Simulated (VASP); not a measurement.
TaN:

```
Ta N
1.0
     2.95018    0.00000    0.00000
    -1.47509    2.55493    0.00000
     0.00000    0.00000    2.89777
Ta N
1 1
Direct
  0.33333 0.66667 0.50000
  0.00000 0.00000 0.00000
```

```yaml
Program: VASP 6.6.1
Task: relaxation of cell and atoms
Functional: PBEsol
Potentials_or_basis: VASP PAW PBE potentials, release 64 (Ta_pv, N)
Cutoff: 600 eV
k_mesh: 18 × 18 × 14
Occupations: gaussian, width 0.1 eV
Spin: no spin polarisation
```

At the start: pressure -8.7 GPa; volume 10.92 Å³/atom.

Question: Where does the relaxation end?

Answer: Over 9 steps the energy falls by 7.6 meV/atom and the volume is 10.65 Å³/atom (-2.5 %); space group P-6m2 (No. 187, to 0.05 Å).

The path:
```
step  energy change (eV)  largest force (eV/Å)  pressure (GPa)  volume (Å³)
   1              0.0000                0.0000           -8.73        21.84
   2              0.0847                0.0000           26.14        20.01
   3             -0.0152                0.0000           -0.22        21.31
   4             -0.0152                0.0000           -0.04        21.30
   5             -0.0152                0.0000            0.14        21.29
   6             -0.0152                0.0000           -0.34        21.32
   7             -0.0152                0.0000           -0.08        21.30
   8             -0.0152                0.0000            0.09        21.29
   9             -0.0152                0.0000            0.00        21.30
```

Final structure:
```yaml
crystal:
  lattice:
    - [2.92572, 0.00000, 0.00000]
    - [-1.46286, 2.53375, 0.00000]
    - [0.00000, 0.00000, 2.87294]
  atoms:
    - { symbol: Ta, position: [0.33333, 0.66667, 0.50000] }
    - { symbol: N, position: [0.00000, 0.00000, 0.00000] }
```

Caveat: the PAW data sets were made with another functional, which shifts forces and pressure a little.
